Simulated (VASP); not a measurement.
Input of a VASP 6.6.1 run:

The input INCAR:

```
SYSTEM = Fe2O3
ALGO = Normal
AMIX = 0.2
AMIX_MAG = 0.8
BMIX = 1E-4
BMIX_MAG = 1E-4
BPARAM = 11.95
CPARAM = 0.0093
EDIFF = 1E-6
EDIFFG = -0.01
ENCUT = 600
IBRION = 2
ISIF = 3
ISMEAR = 1
ISPIN = 2
IVDW_NL = 2
LASPH = .True.
LCHARG = .False.
LDAU = .True.
LDAUJ = 0 0
LDAUL = 2 -1
LDAUPRINT = 1
LDAUTYPE = 2
LDAUU = 5.3 0
LMAXMIX = 4
LMIXTAU = .True.
LORBIT = 11
LREAL = .False.
LUSENCCL = .False.
LUSE_VDW = .True.
LWAVE = .False.
MAGMOM = 4 4 4 4 0 0 0 0 0 0
METAGGA = R2SCAN
NELM = 150
NSW = 90
PREC = Accurate
SIGMA = 0.1
```

KPOINTS

```
k-points
0
Gamma
  9 9 9
  0 0 0
```

Contents of POSCAR:

```
Fe2O3
1.0
    2.5190000000      1.4543453300      4.5906666700
   -2.5190000000      1.4543453300      4.5906666700
    0.0000000000     -2.9086906600      4.5906666700
Fe O
4 6
Direct
    0.3553000000      0.3553000000      0.3553000000
    0.1447000000      0.1447000000      0.1447000000
    0.6447000000      0.6447000000      0.6447000000
    0.8553000000      0.8553000000      0.8553000000
    0.5559000000      0.9441000000      0.2500000000
    0.2500000000      0.5559000000      0.9441000000
    0.9441000000      0.2500000000      0.5559000000
    0.4441000000      0.0559000000      0.7500000000
    0.7500000000      0.4441000000      0.0559000000
    0.0559000000      0.7500000000      0.4441000000
```

Potentials or basis: VASP PAW PBE potentials, release 64 (Fe, O).

The run is started by

```bash
$ cat potpaw_PBE.64/Fe/POTCAR potpaw_PBE.64/O/POTCAR > POTCAR
$ mpirun -np 1 vasp_std > vasp.out
```

What does it give for the relaxed volume?

10.01 Å³/atom.

Estimate the site moments.

Fe +4.52; O +0.30 μB.

What does it give for the relaxed cell?

a = 5.399 Å, b = 5.399 Å, c = 5.399 Å, α = 55.67°, β = 55.67°, γ = 55.67°.

Predict the net moment.

20.00 μB per cell.

The path:
| step | energy change (eV) | largest force (eV/Å) | pressure (GPa) | volume (Å³) |
| --- | --- | --- | --- | --- |
| 1 | 0.0000 | 0.5202 | -1.50 | 100.91 |
| 2 | -0.0499 | 0.0676 | 1.22 | 99.53 |
| 3 | -0.0500 | 0.0860 | 1.08 | 99.58 |
| 4 | -0.0514 | 0.0240 | -0.79 | 100.44 |
| 5 | -0.0524 | 0.0286 | -0.07 | 100.10 |
| 6 | -0.0528 | 0.0118 | -0.01 | 100.09 |
| 7 | -0.0529 | 0.0071 | 0.03 | 100.08 |

Caveat: the PAW data sets were made with another functional, which shifts forces and pressure a little; only a ferromagnetic start was run, and an antiferromagnetic order may lie lower in energy. The state reached can hang on the start; a lower one may exist.
